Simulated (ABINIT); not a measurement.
# TiC (Fm-3m) in ABINIT: single point with LDA

Aim: the single point of TiC with LDA.

All numbers are computed with ABINIT 10.8.3 (patched build); they aren't measurements. Logs are shortened: lines on timing, memory, paths and dates and some standing lists are left out, and cuts for length are marked. The log counts tension as positive stress, the text compression.

## Step 1: The structure

Symmetry: Fm-3m, No. 225, cubic system. The conventional cell has a = 4.331 Å, b = 4.331 Å, c = 4.331 Å, α = 90.00°, β = 90.00°, γ = 90.00°. Around Ti (site symmetry m-3m) lie 6 C at 2.17 Å. C (site symmetry m-3m) is surrounded by 6 Ti at 2.17 Å.

The cell is a database's computed one.

## Step 2: Single point, LDA

Contents of run.abi:

```
pp_dirpath "./"
pseudos "Ti.upf, C.upf"

acell 3*1.0 Angstrom
rprim
     0.0000000000     2.1657188437     2.1657188437
     2.1657188437     0.0000000000     2.1657188437
     2.1657188437     2.1657188437     0.0000000000
ntypat 2
znucl 22 6
natom 2
typat 1 2
xred
     0.0000000000     0.0000000000     0.0000000000
     0.5000000000     0.5000000000     0.5000000000

ecut 35.0

kptopt 1
ngkpt 8 8 8
nshiftk 1
shiftk 0.0 0.0 0.0

ixc 7

nband 12
occopt 3
tsmear 0.00183747

nstep 100
tolvrs 1.0e-10

iomode 3
prtwf 0
prtden 0
prteig 0
prtebands 0
enunit 2
```

Potentials or basis: PseudoDojo NC SR LDA v0.4.1 standard.

Started as:

```sh
abinit run.abi > log 2>&1
```

run.abo:

```text
.Version 10.8.3 of ABINIT
 Symmetries : space group Fm -3 m (#225); Bravais cF (face-center cubic)
================================================================================
 Values of the parameters that define the memory need of the present run
     intxc =       0    ionmov =       0      iscf =       7    lmnmax =       6
     lnmax =       6     mgfft =      32  mpssoang =       3    mqgrid =    3001
     natom =       2  nloc_mem =       1    nspden =       1   nspinor =       1
    nsppol =       1      nsym =      48    n1xccc =    2501    ntypat =       2
    occopt =       3   xclevel =       1
       mpw =        1366          nfft =       32768          nkpt =          29
================================================================================
================================================================================

--------------------------------------------------------------------------------
------------- Echo of variables that govern the present computation ------------
--------------------------------------------------------------------------------
 -outvars: echo values of preprocessed input variables --------
            acell      1.8897261259E+00  1.8897261259E+00  1.8897261259E+00 Bohr
              amu      4.78800000E+01  1.20110000E+01
             ecut      3.50000000E+01 Hartree
           enunit           2
              ixc           7
         kptrlatt        8    0    0      0    8    0      0    0    8
          kptrlen      4.63026585E+01
            natom           2
            nband          12
            ngfft          32      32      32
             nkpt          29
            nstep         100
             nsym          48
           ntypat           2
           occopt           3
           prtden           0
        prtebands           0
           prteig           0
            prtwf           0
            rprim      0.0000000000E+00  2.1657188437E+00  2.1657188437E+00
                       2.1657188437E+00  0.0000000000E+00  2.1657188437E+00
                       2.1657188437E+00  2.1657188437E+00  0.0000000000E+00
          spgroup         225
           tolvrs      1.00000000E-10
           tsmear      1.83747000E-03 Hartree
            typat      1  2
           xangst      0.0000000000E+00  0.0000000000E+00  0.0000000000E+00
                       2.1657188437E+00  2.1657188437E+00  2.1657188437E+00
            xcart      0.0000000000E+00  0.0000000000E+00  0.0000000000E+00
                       4.0926154803E+00  4.0926154803E+00  4.0926154803E+00
             xred      0.0000000000E+00  0.0000000000E+00  0.0000000000E+00
                       5.0000000000E-01  5.0000000000E-01  5.0000000000E-01
            znucl       22.00000    6.00000

================================================================================

 chkinp: Checking input parameters for consistency.

================================================================================
== DATASET  1 ==================================================================

--- !DatasetInfo
iteration_state: {dtset: 1, }
dimensions: {natom: 2, nkpt: 29, mband: 12, nsppol: 1, nspinor: 1, nspden: 1, mpw: 1366, }
cutoff_energies: {ecut:  35.0, pawecutdg:  -1.0, }
electrons: {nelect:   1.60000000E+01, charge:   0.00000000E+00, occopt:   3.00000000E+00, tsmear:   1.83747000E-03, }
meta: {optdriver: 0, ionmov: 0, optcell: 0, iscf: 7, paral_kgb: 0, }
...

 Exchange-correlation functional for the present dataset will be:
  LDA: Perdew-Wang 92 LSD fit to Ceperley-Alder data - ixc=7
  J.P.Perdew and Y.Wang, PRB 45, 13244 (1992)

 Real(R)+Recip(G) space primitive vectors, cartesian coordinates (Bohr,Bohr^-1):
 R(1)=  0.0000000  4.0926155  4.0926155  G(1)= -0.1221713  0.1221713  0.1221713
 R(2)=  4.0926155  0.0000000  4.0926155  G(2)=  0.1221713 -0.1221713  0.1221713
 R(3)=  4.0926155  4.0926155  0.0000000  G(3)=  0.1221713  0.1221713 -0.1221713
 Unit cell volume ucvol=  1.3709854E+02 bohr^3
 Angles (23,13,12)=  6.00000000E+01  6.00000000E+01  6.00000000E+01 degrees

 getcut: wavevector=  0.0000  0.0000  0.0000  ngfft=  32  32  32
         ecut(hartree)=     35.000   => boxcut(ratio)=   2.07604

--- Pseudopotential description ------------------------------------------------
- pspini: atom type   1  psp file is ./Ti.upf
12 -1012 2 -1 1568                            pspcod,pspxc,lmax,lloc,mmax
     nproj     2     2     2

- pspini: atom type   2  psp file is ./C.upf
12 -1012 1 -1 1234                            pspcod,pspxc,lmax,lloc,mmax
     nproj     2     2     0

   3.07114594E+02                                ecore*ucvol(ha*bohr**3)
--------------------------------------------------------------------------------

================================================================================

--- !BeginCycle
iteration_state: {dtset: 1, }
solver: {iscf: 7, nstep: 100, nline: 4, wfoptalg: 0, }
tolerances: {tolvrs: 1.00E-10, }
...

     iter   Etot(hartree)      deltaE(h)  residm     vres2
 ETOT  1  -65.109519846404    -6.511E+01 2.121E-01 1.135E+03
 ETOT  2  -64.027025434017     1.082E+00 6.083E-02 5.169E+03
 ETOT  3  -65.442422685476    -1.415E+00 2.045E-02 1.204E+01
 ETOT  4  -65.445364286117    -2.942E-03 6.828E-03 4.189E+00
 ETOT  5  -65.446252227269    -8.879E-04 3.448E-03 9.211E-01
 ETOT  6  -65.446489165246    -2.369E-04 5.354E-03 7.440E-04
 ETOT  7  -65.446490639140    -1.474E-06 6.858E-03 2.092E-04
 ETOT  8  -65.446490728095    -8.895E-08 5.765E-03 8.739E-05
 ETOT  9  -65.446490753252    -2.516E-08 6.035E-03 1.438E-06
 ETOT 10  -65.446490753995    -7.438E-10 2.719E-03 1.390E-08
 ETOT 11  -65.446490754033    -3.767E-11 2.575E-03 8.750E-10
 ETOT 12  -65.446490754038    -5.016E-12 8.135E-04 1.466E-12

 At SCF step   12       vres2   =  1.47E-12 < tolvrs=  1.00E-10 =>converged.

 Cartesian components of stress tensor (hartree/bohr^3)
  sigma(1 1)=  4.57607924E-04  sigma(3 2)=  0.00000000E+00
  sigma(2 2)=  4.57607924E-04  sigma(3 1)=  0.00000000E+00
  sigma(3 3)=  4.57607924E-04  sigma(2 1)=  0.00000000E+00

--- !ResultsGS
iteration_state: {dtset: 1, }
comment   : Summary of ground state results
lattice_vectors:
- [  0.0000000,   4.0926155,   4.0926155, ]
- [  4.0926155,   0.0000000,   4.0926155, ]
- [  4.0926155,   4.0926155,   0.0000000, ]
lattice_lengths: [   5.78783,    5.78783,    5.78783, ]
lattice_angles: [ 60.000,  60.000,  60.000, ] # degrees, (23, 13, 12)
lattice_volume:   1.3709854E+02
convergence: {deltae: -5.016E-12, res2:  1.466E-12, residm:  8.135E-04, diffor: null, }
etotal    :  -6.54464908E+01
entropy   :   0.00000000E+00
fermie    :   3.88251964E-01
cartesian_stress_tensor: # hartree/bohr^3
- [  4.57607924E-04,   0.00000000E+00,   0.00000000E+00, ]
- [  0.00000000E+00,   4.57607924E-04,   0.00000000E+00, ]
- [  0.00000000E+00,   0.00000000E+00,   4.57607924E-04, ]
pressure_GPa:  -1.3463E+01
xred      :
- [  0.0000E+00,   0.0000E+00,   0.0000E+00, Ti]
- [  5.0000E-01,   5.0000E-01,   5.0000E-01,  C]
cartesian_forces: # hartree/bohr
- [ -0.00000000E+00,  -0.00000000E+00,  -0.00000000E+00, ]
- [ -0.00000000E+00,  -0.00000000E+00,  -0.00000000E+00, ]
force_length_stats: {min:   0.00000000E+00, max:   0.00000000E+00, mean:   0.00000000E+00, }
...

 Integrated electronic density in atomic spheres:
 ------------------------------------------------
 Atom  Sphere_radius  Integrated_density
    1        2.00000          9.55381590
    2        2.00000          3.87997511
================================================================================

 ----iterations are completed or convergence reached----

 Mean square residual over all n,k,spin=   38.354E-07; max=  81.349E-05
 reduced coordinates (array xred) for    2 atoms
       0.000000000000      0.000000000000      0.000000000000
       0.500000000000      0.500000000000      0.500000000000
 rms dE/dt=  0.0000E+00; max dE/dt=  0.0000E+00; dE/dt below (all hartree)
    1       0.000000000000      0.000000000000      0.000000000000
    2       0.000000000000      0.000000000000      0.000000000000

 cartesian coordinates (angstrom) at end:
    1      0.00000000000000     0.00000000000000     0.00000000000000
    2      2.16571884370000     2.16571884370000     2.16571884370000

 cartesian forces (hartree/bohr) at end:
    1     -0.00000000000000    -0.00000000000000    -0.00000000000000
    2     -0.00000000000000    -0.00000000000000    -0.00000000000000
 frms,max,avg= 0.0000000E+00 0.0000000E+00   0.000E+00  0.000E+00  0.000E+00 h/b

 cartesian forces (eV/Angstrom) at end:
    1     -0.00000000000000    -0.00000000000000    -0.00000000000000
    2     -0.00000000000000    -0.00000000000000    -0.00000000000000
 frms,max,avg= 0.0000000E+00 0.0000000E+00   0.000E+00  0.000E+00  0.000E+00 e/A
 length scales=  1.889726125908  1.889726125908  1.889726125908 bohr
              =  1.000000000000  1.000000000000  1.000000000000 angstroms
 Fermi (or HOMO) energy (hartree) =   0.38825   Average Vxc (hartree)=  -0.48217
 Eigenvalues (hartree) for nkpt=  29  k points:
 kpt#   1, nband= 12, wtk=  0.00195, kpt=  0.0000  0.0000  0.0000 (reduced coord)
  -1.66692   -0.79761   -0.79761   -0.79761   -0.05951    0.41376    0.41376    0.41376
   0.45223    0.45223    0.45417    0.45417
      occupation numbers for kpt#   1
   2.00000    2.00000    2.00000    2.00000    2.00000    0.00000    0.00000    0.00000
   0.00000    0.00000    0.00000    0.00000
 prteigrs : prtvol=0 or 1, do not print more k-points.

 Fermi (or HOMO) energy (eV) =  10.56487   Average Vxc (eV)= -13.12042
 Eigenvalues (   eV  ) for nkpt=  29  k points:
 kpt#   1, nband= 12, wtk=  0.00195, kpt=  0.0000  0.0000  0.0000 (reduced coord)
 -45.35932  -21.70412  -21.70412  -21.70412   -1.61928   11.25897   11.25897   11.25897
  12.30578   12.30578   12.35853   12.35864
 prteigrs : prtvol=0 or 1, do not print more k-points.

--- !EnergyTerms
iteration_state     : {dtset: 1, }
comment             : Components of total free energy in Hartree
kinetic             :  2.72890896938501E+01
hartree             :  1.14005958467259E+01
xc                  : -1.07779688434944E+01
Ewald energy        : -5.12015050544116E+01
psp_core            :  2.24010115922166E+00
local_psp           : -4.46332551832210E+01
non_local_psp       :  2.36552829390107E-01
internal            : -6.54463895519393E+01
'-kT*entropy'       : -1.01202098772777E-04
total_energy        : -6.54464907540380E+01
total_energy_eV     : -1.78088973835215E+03
band_energy         : -6.35951263005660E+00
...

 Cartesian components of stress tensor (hartree/bohr^3)
  sigma(1 1)=  4.57607924E-04  sigma(3 2)=  0.00000000E+00
  sigma(2 2)=  4.57607924E-04  sigma(3 1)=  0.00000000E+00
  sigma(3 3)=  4.57607924E-04  sigma(2 1)=  0.00000000E+00

-Cartesian components of stress tensor (GPa)         [Pressure= -1.3463E+01 GPa]
- sigma(1 1)=  1.34632900E+01  sigma(3 2)=  0.00000000E+00
- sigma(2 2)=  1.34632900E+01  sigma(3 1)=  0.00000000E+00
- sigma(3 3)=  1.34632900E+01  sigma(2 1)=  0.00000000E+00

== END DATASET(S) ==============================================================
================================================================================

 -outvars: echo values of variables after computation  --------
            acell      1.8897261259E+00  1.8897261259E+00  1.8897261259E+00 Bohr
           etotal     -6.5446490754E+01
            fcart     -0.0000000000E+00 -0.0000000000E+00 -0.0000000000E+00
                      -0.0000000000E+00 -0.0000000000E+00 -0.0000000000E+00
            rprim      0.0000000000E+00  2.1657188437E+00  2.1657188437E+00
                       2.1657188437E+00  0.0000000000E+00  2.1657188437E+00
                       2.1657188437E+00  2.1657188437E+00  0.0000000000E+00
           strten      4.5760792440E-04  4.5760792440E-04  4.5760792440E-04
                       0.0000000000E+00  0.0000000000E+00  0.0000000000E+00
           xangst      0.0000000000E+00  0.0000000000E+00  0.0000000000E+00
                       2.1657188437E+00  2.1657188437E+00  2.1657188437E+00
             xred      0.0000000000E+00  0.0000000000E+00  0.0000000000E+00
                       5.0000000000E-01  5.0000000000E-01  5.0000000000E-01
 Calculation completed.
```

It took 9.9 s on 1 thread of Intel Xeon 6975P-C (Granite Rapids), shared host; peak memory 0.06 GiB.

What came out:

| Quantity | Value |
| --- | --- |
| Free energy | -1780.8897 eV |
| Band gap on the k mesh | none (metal or under the smearing width) |
| Valence electrons inside the program's atomic spheres | Ti 9.55; C 3.88 |

Caveat: the cutoff is too short for stress, so the log's stress isn't used.
